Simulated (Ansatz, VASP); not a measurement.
NiSb: VASP beside Ansatz

File INCAR:

```
SYSTEM = NiSb
ALGO = Normal
EDIFF = 1E-6
EDIFFG = -0.05
ENCUT = 600
GGA = PS
IBRION = 2
ISIF = 3
ISMEAR = 0
LASPH = .TRUE.
LCHARG = .FALSE.
LREAL = .FALSE.
LWAVE = .FALSE.
NELM = 60
NSW = 80
PREC = Accurate
SIGMA = 0.1
```

KPOINTS

```
k-points
0
G
  6 6 6
  0 0 0
```

File POSCAR:

```
NiSb
1.0
    2.1194084817     -2.1194312360      0.0000000000
    2.1194084817      2.1194312360      0.0000000000
    0.0000000000      0.0000000000      3.0086404134
Sb Ni
1 1
Direct
    0.0000000000      0.0000000000      0.0000000000
    0.5000000000      0.5000000000      0.5000000000
```

Input for Ansatz:

```yaml
crystal:
  lattice:
    - [2.1194084817, -2.119431236, 0.0]
    - [2.1194084817, 2.119431236, 0.0]
    - [0.0, 0.0, 3.0086404134]
  atoms:
    - { symbol: Sb, position: [0.0, 0.0, 0.0] }
    - { symbol: Ni, position: [0.5, 0.5, 0.5] }
basis:
  ecutwfc: 420
kpoints:
  mp_grid: { grid: [6, 6, 6] }
hamiltonian:
  xc: pbesol
scf:
  occupations: { method: gaussian, width: 0.1 }
output:
  forces: true
  stress: true
  eigenvalues: true
relax:
  adjacent_minimum: "off"
  f_tol: 0.05
  max_steps: 60
  cell: { stress_tol: 0.5 }
```

Alike in both runs: task relaxation of cell and atoms; functional PBEsol; k mesh 6 × 6 × 6; occupations gaussian, width 0.1 eV; no spin polarisation.

|  | VASP | Ansatz |
| --- | --- | --- |
| version | VASP 6.6.1 | Ansatz 0.2.0 |
| potentials or method | VASP PAW PBE potentials, release 64 (Sb, Ni) | scalar-relativistic, plane waves, PAW |
| plane-wave cutoff (eV) | 600 | 420 |
| valence electrons in the cell | 15 | 33 |

```tsv
	VASP	Ansatz	Ansatz less VASP
gap on the k mesh at the Fermi level, each at its own relaxed structure (eV)	none	none	-
relaxed volume (Å³/atom)	16.71	16.58	-0.129
relaxed cell length with the largest relative difference (Å)	3.227	3.216	-0.0118
energy change over the relaxation (meV/atom)	-343	-335	+8.4
```

A gap of «none» marks a metal or a gap that the smearing closes. The two sets of potentials don't hold the same shells in valence. Ansatz warned: «near_symmetry_operations_not_taken».

Caveats: the volume moved by over 15 % at a fixed basis, so the end points are rough (VASP); the PAW data sets were made with another functional, which shifts forces and pressure a little (VASP). Spin polarisation is off, so any magnetic state and its effect on volume and gap are missing. Spin-orbit coupling is left out, which matters for the levels of Sb.
